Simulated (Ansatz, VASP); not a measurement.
**Two plane-wave programs on BN**

File INCAR:

```
SYSTEM = BN
  ALGO = Normal
  EDIFF = 1E-6
  ENCUT = 520
  GGA = PE
  ISIF = 2
  ISMEAR = 0
  IVDW = 12
  LASPH = .TRUE.
  LCHARG = .FALSE.
  LREAL = .FALSE.
  LWAVE = .FALSE.
  NBANDS = 11
  NELM = 60
  PREC = Accurate
  SIGMA = 0.05
```

KPOINTS

```
k-points
0
G
  12 12 12
  0 0 0
```

The input POSCAR:

```
BN
1.0
    1.2511217832      0.7223354983      3.3729344033
   -1.2511217832      0.7223354983      3.3729344033
    0.0000000000     -1.4446709967      3.3729344033
B N
1 1
Direct
    0.7688544820      1.1149535443      1.1149535443
    0.3327618000      0.3327618000      0.3327618000
```

Input for Ansatz:

```yaml
crystal:
  lattice:
    - [1.2511217832, 0.7223354983, 3.3729344033]
    - [-1.2511217832, 0.7223354983, 3.3729344033]
    - [0.0, -1.4446709967, 3.3729344033]
  atoms:
    - { symbol: B, position: [0.768854482, 1.1149535443, 1.1149535443] }
    - { symbol: "N", position: [0.3327618, 0.3327618, 0.3327618] }
basis:
  ecutwfc: 420
kpoints:
  mp_grid: { grid: [12, 12, 12] }
hamiltonian:
  xc: pbe
  dispersion: d3bj
scf:
  occupations: { method: gaussian, width: 0.05 }
output:
  forces: true
  stress: true
  eigenvalues: true
```

Change from the starting cell: all B atoms moved +0.500 Å, as atom 1 towards its neighbour atom 2 (N) at 1.445 Å.

Alike in both runs: task single point; functional PBE; dispersion D3(BJ); k mesh 12 × 12 × 12; occupations gaussian, width 0.05 eV; no spin polarisation.

|  | VASP | Ansatz |
| --- | --- | --- |
| version | VASP 6.6.1 | Ansatz 0.2.0 |
| potentials or method | VASP PAW PBE potentials, release 64 (B, N) | scalar-relativistic, plane waves, PAW |
| plane-wave cutoff (eV) | 520 | 420 |
| valence electrons in the cell | 8 | 8 |

Ansatz gave:

| Item | Value |
| --- | --- |
| gap on the k mesh at the Fermi level (eV) | 3.79 |
| least direct gap on the mesh (eV) | 4.74 |
| rms of the force components (eV/Å) | 39.527 |

Question: Which values does VASP return?

Answer: gap on the k mesh at the Fermi level (eV): 3.77; least direct gap on the mesh (eV): 4.73; rms of the force components (eV/Å): 41.436.

Atom by atom the forces differ by 1.909 eV/Å (rms over components).

Caveats: forces of over 1 eV/Å show positions far from the minimum, so gaps and moduli don't describe the material at rest. A k mesh can miss the band edges.
